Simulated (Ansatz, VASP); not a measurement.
One calculation of C, two programs

Contents of INCAR:

```
SYSTEM = C
PREC     = Accurate       ! precision mode
ENCUT    = 600            ! plane-wave cutoff, eV
EDIFF    = 1E-7           ! SCF threshold, eV
ISMEAR   = -1             ! smearing method
SIGMA    = 0.1            ! smearing width, eV
LREAL    = .FALSE.        ! projectors in reciprocal space
LASPH    = .TRUE.         ! aspherical terms in the spheres
NELM     = 80             ! most SCF steps
ALGO     = Normal         ! electronic algorithm
ISIF     = 3              ! what is computed and relaxed
LWAVE    = .FALSE.        ! write WAVECAR
LCHARG   = .FALSE.        ! write CHGCAR
GGA      = RE             ! functional
IBRION   = 2              ! ionic algorithm
NSW      = 80             ! ionic steps
EDIFFG   = -0.01          ! ionic threshold
```

The input KPOINTS:

```
regular mesh
0
G
  7 7 7
  0 0 0
```

Contents of POSCAR:

```
C
1.0
    3.7546000832      0.0000000000      0.0000000000
    0.0000000000      3.7546000832      0.0000000000
    0.0000000000      0.0000000000      3.7546000832
C
8
Direct
    0.0000000000      0.0000000000      0.0000000000
    0.5000000000      0.5000000000      0.5000000000
    0.2500000000      0.0000000000      0.5000000000
    0.7500000000      0.0000000000      0.5000000000
    0.5000000000      0.2500000000      0.0000000000
    0.5000000000      0.7500000000      0.0000000000
    0.0000000000      0.5000000000      0.2500000000
    0.0000000000      0.5000000000      0.7500000000
```

Input for Ansatz:

```yaml
crystal:
  lattice:
    - [3.7546000832, 0.0, 0.0]
    - [0.0, 3.7546000832, 0.0]
    - [0.0, 0.0, 3.7546000832]
  atoms:
    - { symbol: C, position: [0.0, 0.0, 0.0] }
    - { symbol: C, position: [0.5, 0.5, 0.5] }
    - { symbol: C, position: [0.25, 0.0, 0.5] }
    - { symbol: C, position: [0.75, 0.0, 0.5] }
    - { symbol: C, position: [0.5, 0.25, 0.0] }
    - { symbol: C, position: [0.5, 0.75, 0.0] }
    - { symbol: C, position: [0.0, 0.5, 0.25] }
    - { symbol: C, position: [0.0, 0.5, 0.75] }
hamiltonian:
  xc: revpbe
  pseudopotentials:
    kind: paw
    azcp:
      C: "pseudopotentials/C.paw.azcp"
basis:
  ecutwfc: 420
  fft_grid_basis: typed
kpoints:
  mp_grid: { grid: [7, 7, 7], shift: [0, 0, 0] }
magnetization:
  spin_polarized: false
scf:
  occupations: { method: fermi_dirac, width: 0.1 }
relax:
  max_steps: 60
  f_tol: 0.01
  cell: {}
```

The cell was built by a generator and needn't be a form met in nature.

Alike in both runs: task relaxation of cell and atoms; functional revPBE; k mesh 7 × 7 × 7; occupations fermi-dirac, width 0.1 eV; no spin polarisation.

|  | VASP | Ansatz |
| --- | --- | --- |
| version | VASP 6.6.1 | Ansatz 0.2.0 |
| potentials or method | VASP PAW PBE potentials, release 64 (C) | plane waves (420 eV) with PAW, scalar-relativistic |
| plane-wave cutoff (eV) | 600 | 420 |
| valence electrons in the cell | 32 | 32 |

Ansatz gave:

```
relaxed volume (Å³/atom)                                     : 7.38
relaxed cell length with the largest relative difference (Å) : 3.895
energy change over the relaxation (meV/atom)                 : -45
```

Estimate VASP's values.

relaxed volume (Å³/atom): 7.38; relaxed cell length with the largest relative difference (Å): 3.895; energy change over the relaxation (meV/atom): -44.

Caveats: the PAW data sets were made with another functional, which shifts forces and pressure a little (VASP).
